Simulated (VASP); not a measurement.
Write the native input for VASP 6.6.1 that does the following.

```yaml
Task: single point
Functional: PBE
Potentials_or_basis: VASP PAW PBE potentials, release 64 (Ti_sv, B)
Cutoff: 520 eV
k_mesh: 15 × 15 × 14
Occupations: fermi-dirac, width 0.15 eV
Spin: no spin polarisation
Dipole_correction: no
Further_INCAR_settings: ALGO = Normal; EDIFF = 1e-06; NBANDS = 16
```

The structure of TiB2 lies in POSCAR:

```
TiB2
1.0
    3.0328280842      0.0000000000      0.0000000000
   -1.5164140421      2.6265061662      0.0000000000
    0.0000000000      0.0000000000      3.2239016474
Ti B
1 2
Direct
    0.0000000000      0.0000000000      0.0000000000
    0.3333333333      0.6666666667      0.5000000000
    0.6666666667      0.3333333333      0.5000000000
```

The cell isn't the ideal one: cell and atoms relaxed tightly for response.

These files were run (other wordings do the same):

INCAR

```
SYSTEM = TiB2
PREC = Accurate ; ENCUT = 520
EDIFF = 1E-6 ; ISMEAR = -1
SIGMA = 0.15 ; LREAL = .False.
LASPH = .True. ; NELM = 100
ALGO = Normal ; ISIF = 2
LWAVE = .False. ; LCHARG = .False.
GGA = PE ; NBANDS = 16
```

KPOINTS

```
regular mesh
0
Gamma
  15 15 14
  0 0 0
```

Potentials or basis: VASP PAW PBE potentials, release 64 (Ti_sv, B).

Launch:

```bash
$ cat potpaw_PBE.64/Ti_sv/POTCAR potpaw_PBE.64/B/POTCAR > POTCAR
$ mpirun -np 1 vasp_std > vasp.out
```

It gave:

| Quantity | Value |
| --- | --- |
| Pressure | 0.2 GPa |
| Band gap on the k mesh | none (metal or under the smearing width) |

It took 62 s on 1 thread of AMD EPYC 7R13 Processor (Zen 3), with other jobs on the host, peak memory 0.17 GiB.
